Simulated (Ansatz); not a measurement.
**Pressure against volume: Al**

```cif
data_structure
_symmetry_space_group_name_H-M 'Fd-3m:1'
_symmetry_Int_Tables_number 227
_cell_length_a 6.0467
_cell_length_b 6.0467
_cell_length_c 6.0467
_cell_angle_alpha 90.000
_cell_angle_beta 90.000
_cell_angle_gamma 90.000
_cell_volume 221.08
loop_
_atom_site_label
_atom_site_type_symbol
_atom_site_symmetry_multiplicity
_atom_site_Wyckoff_symbol
_atom_site_fract_x
_atom_site_fract_y
_atom_site_fract_z
_atom_site_occupancy
Al1 Al 8 b 0.00000 0.00000 0.50000 1
```

The runs use the primitive cell with vectors (0.000, 3.023, 3.023), (3.023, 0.000, 3.023), (3.023, 3.023, 0.000) Å, to which the k mesh refers.

The cell was built from the diamond type and relaxed in the same program, and has space group Fd-3m; it needn't be a known or the stable phase.

Methods: DFT, PBE, all-electron LAPW, scalar-relativistic (Ansatz 0.2.0); DFT, PBE, PAW with Ansatz's default frozen-core files, scalar-relativistic (Ansatz 0.2.0).

For LAPW: a Γ-centred 9×9×9 k mesh, Fermi–Dirac smearing of 0.08 eV, basis error target 0.25 meV/atom, no spin polarisation. PAW takes a cutoff of 420 eV at this cell. The Ansatz runs share mesh, smearing and spin set-up. Plane-wave (PAW) pressures include the program's estimate of the Pulay term.

The cell above is scaled evenly, with fractional coordinates and shape held.

(1) Estimate the equilibrium volume and bulk modulus that all-electron LAPW gives for this fixed shape.

Answers

(1) V0 = 27.61 Å³/atom, B0 = 37 GPa, B0′ = 4.2, from a third-order Birch–Murnaghan fit to these pressures:
```csv
V/V(cell),V (Å³/atom),"P, LAPW (GPa)","P, PAW (GPa)","free energy over the lowest listed, PAW (meV/atom)"
0.9600,26.530,1.61,1.65,5.5
0.9800,27.083,0.74,0.78,1.3
1.0000,27.635,-0.04,0.00,0.0
1.0200,28.188,-0.74,-0.71,1.3
1.0400,28.741,-1.38,-1.35,4.8
```
